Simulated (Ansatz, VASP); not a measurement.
## One calculation of Pd, two programs

```
Pd
1.0
     2.78367    0.00000    0.00000
    -1.39183    2.41072    0.00000
     0.00000    0.00000    4.62889
Pd
2
Direct
  0.33333 0.66667 0.25000
  0.66667 0.33333 0.75000
```

This isn't the form of Pd at room conditions, which is fcc.

Alike in both runs: task relaxation of cell and atoms; functional PBEsol; dispersion D3(BJ); k mesh 11 × 11 × 6; occupations fermi-dirac, width 0.05 eV; no spin polarisation.

|  | VASP | Ansatz |
| --- | --- | --- |
| version | VASP 6.6.1 | Ansatz 0.2.0 |
| potentials or method | VASP PAW PBE potentials, release 64 (Pd) | Ansatz PAW |
| plane-wave cutoff (eV) | 600 | 420 |
| valence electrons in the cell | 20 | 36 |

VASP gave:

```
gap on the k mesh at the Fermi level, each at its own relaxed structure (eV) : none
relaxed volume (Å³/atom)                                                     : 14.12
relaxed cell length with the largest relative difference (Å)                 : 4.486
energy change over the relaxation (meV/atom)                                 : -82
```

**Question.** What did Ansatz give for the same quantities?

**Answer.** gap on the k mesh at the Fermi level, each at its own relaxed structure (eV): none; relaxed volume (Å³/atom): 14.14; relaxed cell length with the largest relative difference (Å): 4.491; energy change over the relaxation (meV/atom): -80.

A gap of «none» marks a metal or a gap that the smearing closes. The two sets of potentials don't hold the same shells in valence.

Caveats: pairwise dispersion overbinds metals, which lowers pressure and volume; the PAW data sets were made with another functional, which shifts forces and pressure a little (VASP); the plane-wave basis is chosen anew once the cell has moved, so the energies of steps on either side of that aren't comparable (Ansatz); the PAW data sets come from PBE, with cores solved anew for the run's functional, which leaves a small shift of forces and pressure (Ansatz).
